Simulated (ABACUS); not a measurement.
# Mo under changes of volume

One of the cells (15.892 Å³/atom); the others are scaled copies at fixed shape and fractional positions:

```
Mo
1.0
    -1.58381    1.58381    1.58381
     1.58381   -1.58381    1.58381
     1.58381    1.58381   -1.58381
Mo
1
Cartesian
  0.0000 0.0000 0.0000
```

```yaml
Program: ABACUS 3.10.1
Functional: BLYP
Potentials_or_basis: PseudoDojo NC SR 0.4.1 PBE standard
Cutoff: 1361 eV
Density_cutoff: 5442 eV
Basis: DZP LCAO (the cutoffs set its grid)
k_mesh: 11 × 11 × 11
Occupations: fermi-dirac, width 0.05 eV
Spin: no spin polarisation
```

```tsv
volume (Å³/atom)	energy over the lowest point (meV/atom)	pressure (GPa)
14.938	117.89	27.3
15.256	?	?
15.574	37.23	14.4
15.892	14.82	8.8
16.209	2.76	3.9
16.527	0.00	-0.7
16.845	5.74	-4.7
```

Task: What does the run at 15.256 Å³/atom give?

Result: Energy over the lowest point 71.16 meV/atom; pressure 20.5 GPa.

Worked out: A Birch-Murnaghan fit of order 3 (a polynomial in V^(-2/3)) to the other rows has its minimum at 16.47 Å³/atom with B0 = V·E''(V) = 225 GPa and B' = 4.3. It gives 71.19 meV/atom at 15.256 Å³/atom, against the run's 71.16, and -dE/dV = 20.2 GPa, against 20.5.

Energies are extrapolated to zero smearing.

Caveats: the atomic orbitals were generated for these runs and aren't a published set; the potentials were made for another functional, which shifts forces and pressure; the basis of atomic orbitals isn't converged, which shifts pressures, moduli and gaps.
